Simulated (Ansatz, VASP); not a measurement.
# NiO in VASP and in Ansatz

Contents of INCAR:

```
PREC = Accurate
ENCUT = 520
EDIFF = 1E-8
ISMEAR = 0
SIGMA = 0.02
LREAL = False
LASPH = True
NELM = 100
ALGO = Normal
ISIF = 2
LWAVE = False
LCHARG = False
ISPIN = 2
MAGMOM = 1 0
LORBIT = 11
LMAXMIX = 4
GGA = PE
LEFG = True
```

Contents of KPOINTS:

```
regular mesh
0
Gamma
  11 11 11
```

POSCAR

```
NiO
1.0
    0.0000000000      2.0859016414      2.0859016414
    2.0859016414      0.0000000000      2.0859016414
    2.0859016414      2.0859016414      0.0000000000
Ni O
1 1
Direct
    0.0000000000      0.0000000000      0.0000000000
    0.5000000000      0.5000000000      0.5000000000
```

input.yaml

```yaml
crystal:
  lattice:
    - [0.0, 2.0859016414, 2.0859016414]
    - [2.0859016414, 0.0, 2.0859016414]
    - [2.0859016414, 2.0859016414, 0.0]
  atoms:
    - { symbol: Ni, position: [0.0, 0.0, 0.0], spin: 1.0 }
    - { symbol: O, position: [0.5, 0.5, 0.5] }
hamiltonian:
  xc: pbe
  pseudopotentials: { kind: paw }
magnetization:
  spin_polarized: true
kpoints:
  mp_grid: { grid: [11, 11, 11] }
scf:
  occupations: { method: gaussian, width: 0.02 }
output:
  forces: true
  stress: true
  eigenvalues: true
  write_density: true
  write_potential: true
  elf: true
  volumetric_format: npy
```

Alike in both runs: functional PBE; k mesh 11 × 11 × 11; occupations gaussian, width 0.02 eV; collinear spin, ferromagnetic start.

|  | VASP | Ansatz |
| --- | --- | --- |
| version | VASP 6.6.1 | Ansatz 0.2.0 |
| potentials or method | VASP PAW PBE potentials, release 64 (Ni, O) | Ansatz PAW |
| plane-wave cutoff (eV) | 520 | 420 |
| valence electrons in the cell | 16 | 24 |
| task | electric field gradients | single point |

```tsv
	VASP	Ansatz	Ansatz less VASP
gap on the k mesh at the Fermi level (eV)	none	none	-
pressure (GPa)	6.1	6.3	+0.22
net moment per atom (μB)	0.89	0.90	+0.009
size of the moment on the site where the two differ most (μB)	0.27	0.29	+0.018
```

Site moments also hang on the region over which each program counts them. A gap of «none» marks a metal or a gap that the smearing closes. The functional is the same, so the differences come from potentials, cutoffs and numerics. The two sets of potentials don't hold the same shells in valence.

Caveats: a cell with one magnetic atom can't hold antiferromagnetic order, which such compounds often take; semilocal functionals often make such compounds metallic where correlation or magnetic order opens a gap, which also shifts bond lengths; the pressure holds a Pulay correction of +0.7 GPa for the finite cutoff (Ansatz). With open d or f shells a metallic result of PBE can be an artefact of self-interaction; +U or a hybrid may open a gap.
